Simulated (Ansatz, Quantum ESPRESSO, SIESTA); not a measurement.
PbO2: 3 runs at one level of theory

```
CELL_PARAMETERS angstrom
0.00000 2.70199 2.70199
2.70199 0.00000 2.70199
2.70199 2.70199 0.00000
ATOMIC_POSITIONS crystal
Pb 0.00000 0.00000 0.00000
O 0.75000 0.75000 0.75000
O 0.25000 0.25000 0.25000
```

The cell comes from a database or a generator and needn't be the stable form of this composition.

Alike in all runs: task equation of state; functional PBEsol; k mesh 9 × 9 × 9; occupations fermi-dirac, width 0.05 eV; no spin polarisation; no spin-orbit coupling.

| program and potentials | plane-wave cutoff (eV) | notes | equilibrium volume (Å³/atom) | bulk modulus (GPa) |
| --- | --- | --- | --- | --- |
| SIESTA, files PseudoDojo sr-pbesol-0.4.1-standard, DZP (energy shift 0.003 Ry; two zetas on semicore shells) | - | atomic basis | 13.04 | 149.7 |
| Quantum ESPRESSO, GBRV 1.5 PBEsol | 612 | - | 12.60 | 154.8 |
| Ansatz, all-electron LAPW, scalar-relativistic | - | - | 12.63 | 154.7 |

The equilibrium volume spans 12.60 (Quantum ESPRESSO, GBRV 1.5 PBEsol) to 13.04 Å³/atom (SIESTA, files PseudoDojo sr-pbesol-0.4.1-standard, DZP (energy shift 0.003 Ry; two zetas on semicore shells)), with all-electron results at 12.63. The bulk modulus spans 149.7 (SIESTA, files PseudoDojo sr-pbesol-0.4.1-standard, DZP (energy shift 0.003 Ry; two zetas on semicore shells)) to 154.8 GPa (Quantum ESPRESSO, GBRV 1.5 PBEsol), with all-electron results at 154.7. Rows in atomic bases carry the error of their basis and grid, which can be large.

Differences between rows come from potentials, basis sets and numerical settings, since the functional is the same but for its coding. Runs on potential files found faulty are left out.
